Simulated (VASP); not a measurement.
A run of VASP 6.6.1:

Contents of POSCAR:

```
InAs
1.0
    0.0000000000      3.0379873375      3.0379873375
    3.0379873375      0.0000000000      3.0379873375
    3.0379873375      3.0379873375      0.0000000000
In As
1 1
Direct
    0.0000000000      0.0000000000      0.0000000000
    0.7500000000      0.7500000000      0.7500000000
```

Contents of INCAR.step1:

```
SYSTEM = InAs
PREC = Accurate
ENCUT = 520
EDIFF = 1E-5
ISMEAR = -1
SIGMA = 0.05
LREAL = .False.
LASPH = .True.
NELM = 80
ALGO = Normal
ISIF = 2
LWAVE = .True.
GGA = PE
NBANDS = 16
```

Contents of INCAR.step2:

```
SYSTEM = InAs
PREC = Accurate
ENCUT = 520
EDIFF = 1E-6
ISMEAR = -1
SIGMA = 0.05
LREAL = .False.
LASPH = .True.
NELM = 80
ALGO = Normal
ISIF = 2
LWAVE = .False.
LCHARG = .True.
GGA = PE
LHFCALC = .True.
AEXX = 0.25
PRECFOCK = Normal
HFRCUT = -1
LELF = .True.
LVHAR = .True.
ISTART = 1
NBANDS = 16
```

The input KPOINTS:

```
regular mesh
0
Gamma
  4 4 4
  0 0 0
```

Potentials or basis: VASP PAW PBE potentials, release 64 (In_d, As).

Run with:

```console
$ cat potpaw_PBE.64/In_d/POTCAR potpaw_PBE.64/As/POTCAR > POTCAR
$ cp INCAR.step1 INCAR
$ mpirun -np 1 vasp_std > vasp.out
$ cp INCAR.step2 INCAR
$ mpirun -np 1 vasp_std > vasp.out
```

Hardware: 1 thread of Intel(R) Xeon(R) Platinum 8375C CPU @ 2.90GHz (Ice Lake), with other jobs on the host.

Problem. How long does it take, and how much memory?

Solution. Run time: 7.4 min on 1 thread of Intel(R) Xeon(R) Platinum 8375C CPU @ 2.90GHz (Ice Lake), with other jobs on the host, peak memory 0.18 GiB. Counts: scf iterations 9, k points 8.
